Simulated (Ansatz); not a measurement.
A series in volume scale on InSb

Results calculated with Ansatz 0.2.0, not measured. Periodic Kohn-Sham DFT of a crystal at fixed atoms, scaled to volume_scale times the given cell; pressure positive in compression, energy less spherical unpolarised free atoms, largest_vzz the field gradient of largest size among the nuclei.

The cell before it is scaled or strained (space group F-43m, No. 216):
```
CELL_PARAMETERS angstrom
0.00000 3.23910 3.23910
3.23910 0.00000 3.23910
3.23910 3.23910 0.00000
ATOMIC_POSITIONS crystal
In 0.00000 0.00000 0.00000
Sb 0.75000 0.75000 0.75000
```

Settings of every row: method all-electron PAW; functional PBE; relativity scalar; k mesh 10x10x10; filling fermi-dirac; smearing width 0.03 eV; nucleus gaussian.

Atom start moment: 0 on all atoms.

Limits: no spin-orbit coupling on heavy atoms; small gap, it may come from the mesh.

```
row  volume scale  V (Å³/atom)  pressure (GPa)
  1          0.94       31.945           6.783
  2        0.9405       31.962           6.748
  3          0.96       32.625            5.44
  4          0.98       33.304           4.239
  5          0.99       33.644           3.681
  6             1       33.984               ?
  7          1.01       34.324           2.651
  8          1.02       34.664           2.177
  9          1.04       35.343           1.304
```

Question: what pressure should row 6 give?

Worked fit of pressure. Take u = (V_r/V)^(2/3) − 1 with V_r = 33.474 Å³ an atom, which is twice the finite (Eulerian) strain; such expansions in the strain, on which the Birch-Murnaghan equation of state is built, carry the rest volume and the bulk modulus. The shown rows have u = 0.03166, 0.03129, 0.01727, 0.0034, -0.00337, -0.01658, -0.02302, -0.03557. Least squares give pressure = 3.9555 + 82.339 × u + 219.71 × u² GPa; a straight line predicts inner rows, each left out in turn, worse (root mean square 0.1 against 0.0019 GPa). The rows lie off it by 0.000, 0.001, -0.003, 0.001, 0.000, 0.000, 0.001, -0.001. The withheld row has u = -0.01003, so the fit gives 3.9555 + 82.339 × (-0.01003) + 219.71 × (-0.01003)² = 3.152 GPa.

The calculation gave 3.152 GPa. The fit meets it to the printed digit.
